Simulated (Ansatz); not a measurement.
An Ansatz input and the part of its output that reports the observables at the nuclei.

The cell is a COD entry, relaxed with PBE at fixed cell and then changed (z compressed by 1 %, ions relaxed).

```yaml
crystal:
  lattice:
    - [7.595, 0.0, 0.0]
    - [-3.7975, 6.5774629417, 0.0]
    - [0.0, 0.0, 2.873277]
  atoms:
    - { symbol: Si, position: [0.7673199111, 0.1735618873, 0.3256358183] }
    - { symbol: Si, position: [0.5937580238, 0.7673199111, 0.8256358183] }
    - { symbol: Si, position: [0.8264381127, 0.5937580238, 0.3256358183] }
    - { symbol: Si, position: [0.2326800889, 0.8264381127, 0.8256358183] }
    - { symbol: Si, position: [0.4062419762, 0.2326800889, 0.3256358183] }
    - { symbol: Si, position: [0.1735618873, 0.4062419762, 0.8256358183] }
    - { symbol: "N", position: [0.0293608826, 0.3297475828, 0.325653152] }
    - { symbol: "N", position: [0.6996132998, 0.0293608826, 0.825653152] }
    - { symbol: "N", position: [0.6702524172, 0.6996132998, 0.325653152] }
    - { symbol: "N", position: [0.9706391174, 0.6702524172, 0.825653152] }
    - { symbol: "N", position: [0.3003867002, 0.9706391174, 0.325653152] }
    - { symbol: "N", position: [0.3297475828, 0.3003867002, 0.825653152] }
    - { symbol: "N", position: [0.3333333333, 0.6666666667, -0.1744669108] }
    - { symbol: "N", position: [0.6666666667, 0.3333333333, 0.3255330892] }
kpoints:
  mp_grid: { grid: [4, 4, 10] }
scf:
  occupations: { method: fermi_dirac, width: 0.02 }
hamiltonian:
  xc: pbe
  pseudopotentials: { kind: paw }
output:
  forces: true
  stress: true
  populations: true
  efg:
    quadrupole_moments_barn: { "N": 0.02044 }
    contact_densities: true
  write_density: true
  write_potential: true
  elf: true
  volumetric_format: npy
relax:
  f_tol: 0.02
  max_steps: 60
```

```sh
ansatz run input.yaml --threads 4 --pin off --max-ram 8192MiB --backend cpu --events-out ev --progress --plain --runs-dir out
```

The run relaxes the ions first, and the block belongs to the relaxed positions.

Of the output, the block on the nuclei alone is shown; the set-up, the SCF iterations, energies, forces and stress are cut. One atom of each set with nearly equal values is shown.

```
--- PAW observables at the nuclei: V_zz in 10²¹ V/m², potentials from the cell's mean, atoms counted from 1 ---
  atom   1  Si V_zz =    +0.996905   η = 0.3608   by run symmetry: allowed
            electrostatic potential = -1360.206440 V   contact ρ = 12804.208034 e/Å³
  atom   7  N  V_zz =    -4.776176   η = 0.0036   by run symmetry: allowed   C_q = -2.3606 MHz
            electrostatic potential = -516.304689 V   contact ρ = 1411.687356 e/Å³
  atom  13  N  V_zz =    -4.811944   η = 0.0000   by run symmetry: allowed   C_q = -2.3782 MHz
            electrostatic potential = -516.676007 V   contact ρ = 1411.782891 e/Å³
```

The relaxation (4 steps) took 16 s of wall time (62 s of CPU time) and 0.56 GiB at its peak, on 4 threads of Arm Neoverse V1 (aarch64; 8 cores open to the job, memory cap 8.0 GiB, no GPU), a shared host with a load of 0.7 a core.

At this changed cell the PBE pressure is 9 GPa.
